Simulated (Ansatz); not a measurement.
# Hg: the cost of one run

Program: Ansatz 0.2.0. Level of theory: DFT PBE, scalar-relativistic, plane waves, PAW. These are calculated values, not measurements.

**1. The starting structure**

The structure is hexagonal, space group P6/mmm (No. 191). The conventional cell has a = 4.540 Å, b = 4.540 Å, c = 3.870 Å, α = 90.00°, β = 90.00°, γ = 120.00°. Hg (site symmetry -6m2) has 3 Hg at 2.62 Å as nearest neighbours. Around Hg (site symmetry 6/mmm) lie 12 Hg at 3.26 Å.

Coordinates:

```xyz
3
Lattice="4.5400 0.0000 0.0000 -2.2700 3.9318 0.0000 0.0000 0.0000 3.8700" Properties=species:S:1:pos:R:3 pbc="T T T"
Hg    0.0000    2.6212    1.9350
Hg    0.0000    0.0000    0.0000
Hg    2.2700    1.3106    1.9350
```

The structure comes from the Crystallography Open Database.

**2. The base run**

Input file input.yaml:

```yaml
crystal:
  lattice:
    - [4.54, 0.0, 0.0]
    - [-2.27, 3.9317553332, 0.0]
    - [0.0, 0.0, 3.87]
  atoms:
    - { symbol: Hg, position: [0.3333333333, 0.6666666667, 0.5] }
    - { symbol: Hg, position: [0.0, 0.0, 0.0] }
    - { symbol: Hg, position: [0.6666666667, 0.3333333333, 0.5] }
basis:
  ecutwfc: 420
  fft_grid_basis: typed
kpoints:
  mp_grid: { grid: [9, 9, 10] }
hamiltonian:
  xc: pbe
  pseudopotentials: { kind: paw }
scf:
  occupations: { method: gaussian, width: 0.05 }
output:
  forces: true
  stress: true
  eigenvalues: true
  bader: true
  write_density: true
  volumetric_format: npy
  elf: true
```

On the command line:

```
$ ansatz run input.yaml --threads 1 --pin off --max-ram 2560MiB --backend cpu --events-out ev --progress --plain --runs-dir out
```

What time and memory should one allow on 1 thread of Arm Neoverse N1, shared host?

About 39 s, with a peak of 0.39 GiB.
